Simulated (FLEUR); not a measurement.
# Zr (P6_3/mmc) in FLEUR: further runs

Aim: see how the results for Zr move with the level of theory and the settings. Levels: PBEsol, HSE06, PBE. Tasks: single point.

All numbers are computed with FLEUR, more than one build; they aren't measurements. Logs are shortened: lines on timing, memory, paths and dates and some standing lists are left out, and cuts for length are marked.

## Step 1: The crystal as given

It takes space group P6_3/mmc (No. 194, hexagonal). Conventional cell: a = 3.232 Å, b = 3.232 Å, c = 5.147 Å, α = 90.00°, β = 90.00°, γ = 120.00°. Zr (site symmetry -6m2) is surrounded by 12 Zr at 3.18 to 3.23 Å.

## Step 2: Single point, PBEsol

inp.xml

```xml
<?xml version="1.0" encoding="UTF-8" standalone="no"?>
<fleurInput fleurInputVersion="0.39">
   <comment>
      Zr                                                                                                  
   </comment>
   <calculationSetup>
      <cutoffs Kmax="4.1" Gmax="12.7" GmaxXC="12.7" numbands="0"/>
      <scfLoop itmax="60" minDistance="0.00001" maxIterBroyd="15" imix="Anderson" alpha="0.05" precondParam="0.0" spinf="2.0" sdNocoIR="T"/>
      <coreElectrons ctail="T" frcor="F" kcrel="0" coretail_lmax="0"/>
      <xcFunctional name="PBEs" relativisticCorrections="F"/>
      <magnetism jspins="1"/>
      <soc l_soc="F" theta="0.0" phi="0.0" spav="F"/>
      <expertModes spex="0" secvar="F"/>
      <geometryOptimization l_f="T" forcealpha="1.0" forcemix="BFGS" epsdisp="0.0005" epsforce="0.0002"/>
      <ldaU l_linMix="F" mixParam="0.05" spinf="1.0"/>
   </calculationSetup>
   <cell>
      <bzIntegration valenceElectrons="24.0" mode="hist" fermiSmearingEnergy="0.00183747">
         <kPointListSelection listName="default-1"/>
         <!-- k-points included here -->
         <xi:include xmlns:xi="http://www.w3.org/2001/XInclude" href="kpts.xml"> </xi:include>
      </bzIntegration>
      <!-- symmetry operations included here -->
      <xi:include xmlns:xi="http://www.w3.org/2001/XInclude" href="sym.xml"> </xi:include>
      <bulkLattice scale="1.0">
         <bravaisMatrix>
            <row-1>    6.1075948347072000     0.0000000000000000     0.0000000000000000</row-1>
            <row-2>   -3.0537974173536000     5.2893322828198945     0.0000000000000000</row-2>
            <row-3>    0.0000000000000000     0.0000000000000000     9.7264203633161994</row-3>
         </bravaisMatrix>
      </bulkLattice>
   </cell>
   <atomSpecies>
      <species name="Zirconium (Zr)" element="Zr" atomicNumber="40">
         <mtSphere radius="2.66" gridPoints="879" logIncrement="0.015"/>
         <atomicCutoffs lmax="10" lnonsphr="10"/>
         <electronConfig flipSpins="F">
            <coreConfig>(1s1/2) (2s1/2) (2p1/2) (2p3/2) (3s1/2) (3p1/2) (3p3/2) (3d3/2) (3d5/2)</coreConfig>
            <valenceConfig>(4s1/2) (4p1/2) (4p3/2) (5s1/2) (4d3/2) (4d5/2)</valenceConfig>
            <stateOccupation state="(4d3/2)" spinUp="0.400000" spinDown="0.400000"/>
            <stateOccupation state="(4d5/2)" spinUp="0.600000" spinDown="0.600000"/>
         </electronConfig>
         <energyParameters s="5" p="5" d="4" f="4"/>
         <lo type="SCLO" l="0" n="4" eDeriv="0"/>
         <lo type="SCLO" l="1" n="4" eDeriv="0"/>
         <lo type="SCLO" l="1" n="4" eDeriv="1"/>
         <lo type="SCLO" l="2" n="4" eDeriv="2"/>
         <lo type="SCLO" l="3" n="4" eDeriv="2"/>
      </species>
   </atomSpecies>
   <atomGroups>
      <atomGroup species="Zirconium (Zr)">
         <relPos label="                   1">-1.000/3.000 1.000/3.000 -1.000/4.000</relPos>
         <relPos label="                   2">1.000/3.000 -1.000/3.000 1.000/4.000</relPos>
         <force calculate="T" relaxXYZ="TTT"/>
      </atomGroup>
   </atomGroups>
   <output dos="F" band="F" slice="F">
      <checks vchk="F" cdinf="F"/>
      <bandDOS minEnergy="-.5*Htr" maxEnergy="0.5*Htr" sigma="0.015" storeEVData="T"/>
      <vacuumDOS vacdos="F" integ="F" star="F" nstars="0" locx1="0.0" locy1="0.0" locx2="0.0" locy2="0.0" nstm="0" tworkf="0.0"/>
      <unfoldingBand unfoldBand="F" supercellX="1" supercellY="1" supercellZ="1"/>
      <plotting iplot="0" polar="F">
         <plot TwoD="T" vec1="  1.0  0.0  0.0" vec2="  0.0  1.0  0.0" vec3="  0.0  0.0  1.0" zero="  0.0  0.0  0.0" file="plot"/>
      </plotting>
      <chargeDensitySlicing numkpt="0" minEigenval="0.0" maxEigenval="0.0" nnne="0" pallst="F"/>
      <specialOutput eonly="F"/>
      <moessbauerParams electricFieldGradient="T" isomerShift="T" coreHyperfine="T" valenceHyperfine="T"/>
      <magneticCircularDichroism mcd="F" energyLo="-10.0" energyUp="0.0"/>
   </output>
  <!-- We include the file relax.xml here to enable relaxations (see documentation) -->
  <xi:include xmlns:xi="http://www.w3.org/2001/XInclude" href="relax.xml"> <xi:fallback/> </xi:include>
</fleurInput>
```

crystal.txt

```
Zr
&input cartesian=F /
3.2320000000  0.0000000000  0.0000000000
-1.6160000000  2.7989941050  0.0000000000
0.0000000000  0.0000000000  5.1470000000
1.8897261246
1.0 1.0 1.0

2
40 0.6666666666  0.3333333332  0.7500000000
40 0.3333333332  0.6666666666  0.2500000000

&kpt div1=9 div2=9 div3=5 gamma=T /
```

Potentials or basis: all-electron, FLAPW.

Command:

```
inpgen -f crystal.txt -profile fastHighL
# inp.xml edited to the form shown
fleur_MPI
```

The program printed:

```text
Welcome to FLEUR        (www.flapw.de)
      MaX-Release 8.1          (www.max-centre.eu)

 ========== k-point set info ==========
 Selected k-point list: default-1
 k-point list type: mesh
 9 x 9 x 5
 Number of k points: 36

 ------------Calculation Setup---------------------------
 Number of MPI-tasks      :            1
 Number of PE/node        :            1
 Number of OMP-threads    :            1
 Most efficient MPI parallelization for:
           1           2           3           4           6           9          12          18          36
 Additional eigenvalue parallelization possible
 Number of basis functions:          446
 Approximate size of matrices (H+S) per k-point:         0.003 GB
 --------------------------------------------------------
 Iteration:     1   Distance:       4.63458297 me/bohr^3
 Iteration:     2   Distance:       4.27363808 me/bohr^3
 Iteration:     3   Distance:       1.45439717 me/bohr^3
 Iteration:     4   Distance:       0.50558529 me/bohr^3
 Iteration:     5   Distance:       0.35340633 me/bohr^3
 Iteration:     6   Distance:       0.04440732 me/bohr^3
 Iteration:     7   Distance:       0.04276557 me/bohr^3
 Iteration:     8   Distance:       0.00379923 me/bohr^3
 Iteration:     9   Distance:       0.00056257 me/bohr^3
 Iteration:    10   Distance:       0.00049062 me/bohr^3
 Iteration:    11   Distance:       0.00006846 me/bohr^3
 Iteration:    12   Distance:       0.00001669 me/bohr^3
 Iteration:    13   Distance:       0.00001338 me/bohr^3
 Iteration:    14   Distance:       0.00000034 me/bohr^3

 ********************************************************************
 Run finished successfully
 Stop message:
   Structural relaxation: Done
 ********************************************************************
```

out.xml (last iteration):

```text
<iteration numberForCurrentRun="   15" overallNumber="   15">
         <energyParameters units="Htr">
            <atomicEP atomType="1" spin="1" branch="5s" branchLowest="-1.36" branchHighest="2.06" value="0.2894094909"/>
            <atomicEP atomType="1" spin="1" branch="5p" branchLowest="-0.51" branchHighest="2.67" value="0.4020028616"/>
            <atomicEP atomType="1" spin="1" branch="4d" branchLowest="-5.81" branchHighest="0.81" value="0.3968755638"/>
            <atomicEP atomType="1" spin="1" branch="4f" branchLowest="-9.99" branchHighest="2.13" value="0.6539454170"/>
            <loAtomicEP atomType="1" spin="1" branch="4s" branchLowest="-14.24" branchHighest="-1.36" value="-1.3959160139"/>
            <loAtomicEP atomType="1" spin="1" branch="4p" branchLowest="-11.05" branchHighest="-0.51" value="-0.5921493790"/>
            <loAtomicEP atomType="1" spin="1" branch="4p" branchLowest="-11.05" branchHighest="-0.51" value="-0.5921493790"/>
            <loAtomicEP atomType="1" spin="1" branch="4d" branchLowest="-5.81" branchHighest="0.81" value="0.3959162549"/>
            <loAtomicEP atomType="1" spin="1" branch="4f" branchLowest="-9.99" branchHighest="2.13" value="0.6539477454"/>
         </energyParameters>
         <eigenvalues>
            <eigenvaluesAt spin="1" ikpt="1" k_x="0.00000000" k_y="0.00000000" k_z="0.00000000">
                      -1.4010622064       -1.3953133450       -0.6130646361       -0.5807626814       -0.5807626814
                      -0.5756209390       -0.5754939599       -0.5754939599        0.1813836234        0.2779668513
                       0.4211270070        0.4211270070        0.4267852525        0.4332466191        0.4466576776
                       0.4466576776        0.4677970997        0.4677970997        0.5528679795
            </eigenvaluesAt>
            <eigenvaluesAt spin="1" ikpt="2" k_x="0.00000000" k_y="0.00000000" k_z="0.20000000">
                      -1.4005222241       -1.3958715473       -0.6097040400       -0.5802644258       -0.5802644258
                      -0.5794389159       -0.5760020342       -0.5760020342        0.1935277547        0.2764487082
                       0.4131201142        0.4160400093        0.4160400093        0.4176203112        0.4381023242
                       0.4381023242        0.4850740251        0.4850740251        0.5553862628
            </eigenvaluesAt>
            <eigenvaluesAt spin="1" ikpt="3" k_x="0.00000000" k_y="0.00000000" k_z="0.40000000">
                      -1.3990998292       -1.3973235807       -0.6007113979       -0.5891680281       -0.5789554288
                      -0.5789554288       -0.5773273690       -0.5773273690        0.2254224957        0.2607920581
                       0.3906828609        0.3983573554        0.4144151646        0.4144151646        0.4231251074
                       0.4231251074        0.5187479178        0.5187479178        0.5472021960
            </eigenvaluesAt>
            <eigenvaluesAt spin="1" ikpt="4" k_x="0.00000000" k_y="0.11111111" k_z="0.00000000">
                      -1.4005494380       -1.3951039577       -0.6116769484       -0.5837984582       -0.5817536218
                      -0.5786310043       -0.5762284788       -0.5758973904        0.1939626991        0.2892928345
                       0.3976187692        0.4093172558        0.4328855656        0.4352789011        0.4456803780
                       0.4565583811        0.4574436425        0.4576664236        0.5604195199
            </eigenvaluesAt>
         </eigenvalues>
         <bandgap value="0.0013561741" units="eV"/>
         <sumValenceSingleParticleEnergies value="-10.0734120424" units="Htr"/>
         <FermiEnergy value="0.3901043188" units="Htr"/>
         <valenceDensity>
            <mtCharges spin="1">
               <mtCharge atomType="1" total="10.0944077" s="2.2845871" p="6.0797240" d="1.7087510" f="0.0189496"/>
            </mtCharges>
            <spinDependentCharge spin="1" total="24.0000000" interstitial="3.8111847" mtSpheres="20.1888153"/>
            <totalCharge value="24.0000000000"/>
         </valenceDensity>
         <coreStates atomType="     1" atomicNumber=" 40" spin="1" kinEnergy="   3647.6719364332" eigValSum="  -2122.2669091175" lostElectrons=" 0.000002">
            <state n="1" l="0" j="0.5" energy="-653.7367818003" weight="1.0000000000"/>
            <state n="2" l="0" j="0.5" energy="-90.0490831727" weight="1.0000000000"/>
            <state n="2" l="1" j="0.5" energy="-82.3953930505" weight="1.0000000000"/>
            <state n="2" l="1" j="1.5" energy="-79.2433976685" weight="2.0000000000"/>
            <state n="3" l="0" j="0.5" energy="-14.2413947279" weight="1.0000000000"/>
            <state n="3" l="1" j="0.5" energy="-11.3930306918" weight="1.0000000000"/>
            <state n="3" l="1" j="1.5" energy="-10.8909269268" weight="2.0000000000"/>
            <state n="3" l="2" j="1.5" energy="-5.8648815763" weight="2.0000000000"/>
            <state n="3" l="2" j="2.5" energy="-5.7731195908" weight="3.0000000000"/>
         </coreStates>
         <allElectronCharges>
            <spinDependentCharge spin="1" total="80.0000000" interstitial="3.8111885" mtSpheres="76.1888115"/>
            <totalCharge value="79.9999999939"/>
         </allElectronCharges>
         <moessbauerParams unitsHFF="kG" unitsIS="e/bohr^3" unitsEFG="Htr/bohr^2">
            <coreIsomerShift atomType="1" isTotal="75092.80700">
               <shell n="1" l="0" isomerShift="66527.81795"/>
               <shell n="2" l="0" isomerShift="7192.15563"/>
               <shell n="2" l="1" isomerShift="104.42405"/>
               <shell n="3" l="0" isomerShift="1249.42957"/>
               <shell n="3" l="1" isomerShift="18.97981"/>
               <shell n="3" l="2" isomerShift="0.00000"/>
            </coreIsomerShift>
            <isomerShift atomType="1" nucleusRadius="0.0001063" averageDensity="75301.86295"/>
            <electricFieldGradient atomType="1" VXX="-0.21281" VYY="-0.21281" VZZ="0.42562" asymParam="0.00000">
            </electricFieldGradient>
         </moessbauerParams>
         <totalEnergy                                    value="    -7194.3746727901" units="Htr">
            <sumOfEigenvalues                            value="    -4254.6072302775">
               <coreElectrons value="-4244.5338182350"/>
               <valenceElectrons value="-10.0734120424"/>
            </sumOfEigenvalues>
            <densityCoulombPotentialIntegral value="-11393.2913115071"/>
            <densityEffectivePotentialIntegral value="-11688.2148442949"/>
            <chargeDenXCDenIntegral value="-224.5606457620"/>
            <FockExchangeEnergyValence value="0.0000000000"/>
            <FockExchangeEnergyCore value="0.0000000000"/>
            <atomTypeDependentContributions atomType="1">
               <electronNucleiInteractionDifferentMTs value="8664.7432062692"/>
               <MadelungTerm value="-42.0327790227"/>
            </atomTypeDependentContributions>
            <tkbTimesEntropy value="0.0006114818"/>
            <freeEnergy value="-7194.3752842718"/>
            <extrapolationTo0K value="-7194.3749785310"/>
         </totalEnergy>
         <totalForcesOnRepresentativeAtoms units="Htr/bohr">
            <forceTotal atomType="1" x="-3.053797" y="1.763111" z="-2.431605" F_x="0.00000000" F_y="0.00000000" F_z="0.00000000"/>
         </totalForcesOnRepresentativeAtoms>
      </iteration>
```

Run time: 78 s. Hardware: 1 thread of AMD EPYC 7R43 (Zen 3), shared host; peak memory 0.08 GiB.

What came out:

```
Free energy                                           : -195768.9247 eV
Band gap on the k mesh                                : none (metal or under the smearing width)
Valence electrons inside the program's atomic spheres : Zr 10.09 (radii Zr 2.66 bohr)
```

Core levels (eV from the Fermi level):
```
atom                                                                                                                             levels
1 Zr  1s1/2 -17799.7, 2s1/2 -2461.0, 2p1/2 -2252.7, 2p3/2 -2166.9, 3s1/2 -398.1, 3p1/2 -320.6, 3p3/2 -307.0, 3d3/2 -170.2, 3d5/2 -167.7
2 Zr  1s1/2 -17799.7, 2s1/2 -2461.0, 2p1/2 -2252.7, 2p3/2 -2166.9, 3s1/2 -398.1, 3p1/2 -320.6, 3p3/2 -307.0, 3d3/2 -170.2, 3d5/2 -167.7
```

## Step 3: Single point, PBEsol (atoms moved at random, drawn with an rms of 0.05 Å)

Changes to inp.xml since step 2:

```diff
@@ -52,4 +52,4 @@
       <atomGroup species="Zirconium (Zr)">
-         <relPos label="                   1">-1.000/3.000 1.000/3.000 -1.000/4.000</relPos>
-         <relPos label="                   2">1.000/3.000 -1.000/3.000 1.000/4.000</relPos>
+         <relPos label="                   1">-.3424935000 .3280320000 -.2476985000</relPos>
+         <relPos label="                   2">.3424935000 -.3280320000 .2476985000</relPos>
          <force calculate="T" relaxXYZ="TTT"/>
```

Changes to crystal.txt since step 2:

```diff
@@ -9,4 +9,4 @@
 2
-40 0.6666666666  0.3333333332  0.7500000000
-40 0.3333333332  0.6666666666  0.2500000000
+40 0.6621390000  0.3386440000  0.7491820000
+40 0.3471260000  0.6825800000  0.2445790000
```

Potentials or basis: all-electron, FLAPW.

Command:

```
inpgen -f crystal.txt -profile fastHighL
# inp.xml edited to the form shown
fleur_MPI
```

The program printed:

```text
Welcome to FLEUR        (www.flapw.de)
      MaX-Release 8.1          (www.max-centre.eu)

 ========== k-point set info ==========
 Selected k-point list: default-1
 k-point list type: mesh
 9 x 9 x 5
 Number of k points: 203

 ------------Calculation Setup---------------------------
 Number of MPI-tasks      :            1
 Number of PE/node        :            1
 Number of OMP-threads    :            1
 Most efficient MPI parallelization for:
           1           7          29         203
 Additional eigenvalue parallelization possible
 Number of basis functions:          446
 Approximate size of matrices (H+S) per k-point:         0.003 GB
 --------------------------------------------------------
 Iteration:     1   Distance:       4.65107688 me/bohr^3
 Iteration:     2   Distance:       4.28420296 me/bohr^3
 Iteration:     3   Distance:       1.52424103 me/bohr^3
 Iteration:     4   Distance:       0.74377983 me/bohr^3
 Iteration:     5   Distance:       0.56595180 me/bohr^3
 Iteration:     6   Distance:       0.22706144 me/bohr^3
 Iteration:     7   Distance:       0.10543879 me/bohr^3
 Iteration:     8   Distance:       0.02897351 me/bohr^3
 Iteration:     9   Distance:       0.00268762 me/bohr^3
 Iteration:    10   Distance:       0.00234816 me/bohr^3
 Iteration:    11   Distance:       0.00030236 me/bohr^3
 Iteration:    12   Distance:       0.00010709 me/bohr^3
 Iteration:    13   Distance:       0.00004649 me/bohr^3
 Iteration:    14   Distance:       0.00000854 me/bohr^3
 Reset of history

 ********************************************************************
 Run finished successfully
 Stop message:
   Structural relaxation: new displacements generated
 ********************************************************************
```

out.xml (last iteration):

```text
<iteration numberForCurrentRun="   15" overallNumber="   15">
         <energyParameters units="Htr">
            <atomicEP atomType="1" spin="1" branch="5s" branchLowest="-1.36" branchHighest="2.06" value="0.2893275972"/>
            <atomicEP atomType="1" spin="1" branch="5p" branchLowest="-0.51" branchHighest="2.67" value="0.4019195718"/>
            <atomicEP atomType="1" spin="1" branch="4d" branchLowest="-5.81" branchHighest="0.81" value="0.3968125630"/>
            <atomicEP atomType="1" spin="1" branch="4f" branchLowest="-9.99" branchHighest="2.13" value="0.6538592031"/>
[... 86 lines left out ...]
            <extrapolationTo0K value="-7194.3749062680"/>
         </totalEnergy>
         <totalForcesOnRepresentativeAtoms units="Htr/bohr">
            <forceTotal atomType="1" x="-3.093555" y="1.735070" z="-2.409220" F_x="0.00066862" F_y="0.00046703" F_z="-0.00170059"/>
         </totalForcesOnRepresentativeAtoms>
      </iteration>
```

Run time: 7.5 min. Hardware: 1 thread of AMD EPYC 7R43 (Zen 3), shared host; peak memory 0.13 GiB.

What came out:

```yaml
Free_energy: -195768.9226 eV
Largest_force: 0.097 eV/Å
Band_gap_on_the_k_mesh: none (metal or under the smearing width)
Valence_electrons_inside_the_program's_atomic_spheres: Zr 10.09 (radii Zr 2.66 bohr)
```

Forces on the atoms (eV/Å):
```
Zr   0.034  0.024 -0.087
Zr  -0.034 -0.024  0.087
```

Core levels (eV from the Fermi level):
```csv
atom,levels
1 Zr,"1s1/2 -17799.7, 2s1/2 -2461.0, 2p1/2 -2252.7, 2p3/2 -2166.9, 3s1/2 -398.1, 3p1/2 -320.6, 3p3/2 -307.0, 3d3/2 -170.2, 3d5/2 -167.7"
2 Zr,"1s1/2 -17799.7, 2s1/2 -2461.0, 2p1/2 -2252.7, 2p3/2 -2166.9, 3s1/2 -398.1, 3p1/2 -320.6, 3p3/2 -307.0, 3d3/2 -170.2, 3d5/2 -167.7"
```

[end of part 1 of 3]
